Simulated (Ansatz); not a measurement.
**Er (hcp)**

Level of theory: DFT, PBEsol, scalar-relativistic, collinear spin; plane waves to 420 eV with PAW datasets (Ansatz 0.2.0), 14×14×8 k-mesh, Gaussian smearing of 0.05 eV; PAW files: Ansatz's generated set soft_2.

```
CELL_PARAMETERS angstrom
3.50950 0.00000 0.00000
-1.75475 3.03931 0.00000
0.00000 0.00000 5.69629
ATOMIC_POSITIONS crystal
Er 0.33333 0.66667 0.75000
Er 0.66667 0.33333 0.25000
```

Magnetic state: ferromagnetic, site spin moments Er 2.32 μB.

Cell and atoms are those of this level's equilibrium.

Path: Γ–M–K–Γ–A–L–H–A | L–M | H–K, with Γ = (0.000, 0.000, 0.000), M = (0.500, 0.000, 0.000), K = (0.333, 0.333, 0.000), A = (0.000, 0.000, 0.500), L = (0.500, 0.000, 0.500), H = (0.333, 0.333, 0.500) in reciprocal vectors of the calculation's cell.

Task: Is it a metal or an insulator, and if it has a gap, where are the band edges on this path?

Result: A metal: bands cross the Fermi level.

Levels between -5 and 2 eV from the Fermi level at the path's named points:
| point | spin | below E_F (eV) | above E_F (eV) |
| --- | --- | --- | --- |
| Γ | up | -2.66 -2.57 -2.47 -2.46 -2.09 -2.09 -2.06 -2.06 -1.91 -1.75 -1.75 -1.68 -1.68 -1.63 -1.63 | 1.19 |
| Γ | down | -2.05 -0.48 -0.48 -0.40 -0.40 -0.36 -0.35 -0.07 -0.07 -0.04 -0.02 -0.02 | 0.02 0.13 0.19 1.29 |
| M | up | -2.59 -2.54 -2.35 -2.34 -2.13 -2.07 -2.04 -2.01 -1.85 -1.82 -1.77 -1.77 -1.75 -1.65 -1.51 -0.94 -0.52 | 0.46 1.98 |
| M | down | -1.75 -1.06 -0.65 -0.53 -0.51 -0.50 -0.50 -0.48 -0.36 -0.08 -0.07 | 0.02 0.06 0.06 0.20 0.33 0.33 0.54 |
| K | up | -2.56 -2.56 -2.32 -2.32 -2.14 -2.06 -2.06 -2.02 -1.81 -1.81 -1.81 -1.74 -1.74 -1.71 -0.28 -0.22 -0.22 -0.02 | 1.71 1.71 |
| K | down | -0.61 -0.61 -0.61 -0.56 -0.47 -0.47 -0.45 -0.30 -0.30 -0.08 -0.08 | 0.02 0.05 0.22 0.22 0.23 0.31 0.31 1.79 1.79 |
| A | up | -3.59 -3.59 -2.63 -2.63 -2.45 -2.45 -2.08 -2.08 -2.08 -2.08 -1.70 -1.70 -1.70 -1.70 -1.63 -1.63 | 1.47 1.47 |
| A | down | -3.68 -3.68 -0.44 -0.44 -0.44 -0.44 -0.36 -0.36 -0.05 -0.05 -0.02 -0.02 -0.02 -0.02 | 0.14 0.14 1.60 1.60 |
| L | up | -2.58 -2.58 -2.34 -2.34 -2.11 -2.11 -2.03 -2.03 -1.80 -1.80 -1.76 -1.76 -1.72 -1.72 -1.56 -1.56 | 0.55 0.55 |
| L | down | -1.67 -1.67 -0.52 -0.52 -0.51 -0.51 -0.45 -0.45 -0.17 -0.17 | 0.04 0.04 0.08 0.08 0.25 0.25 0.68 0.68 |
| H | up | -2.56 -2.56 -2.32 -2.32 -2.10 -2.10 -2.08 -2.08 -1.79 -1.79 -1.78 -1.78 -1.75 -1.75 -0.01 -0.01 | 0.06 0.06 1.04 1.04 |
| H | down | -0.65 -0.65 -0.56 -0.56 -0.50 -0.50 -0.39 -0.39 -0.27 -0.27 | 0.20 0.20 0.22 0.22 0.36 0.36 0.39 0.39 1.06 1.06 |

Without a U the open 4f shell is pinned at the Fermi level, an artefact: in the real crystal it splits into occupied and empty levels away from it, and its large orbital moment is missing here. Spin–orbit coupling, which matters for such heavy elements, is left out. The run wasn't fully tested for a lower electronic state. Site moments are of spin, integrated over atomic spheres.

The state of the open shells isn't shown to be the lowest, and forces and pressures are less sure for it.
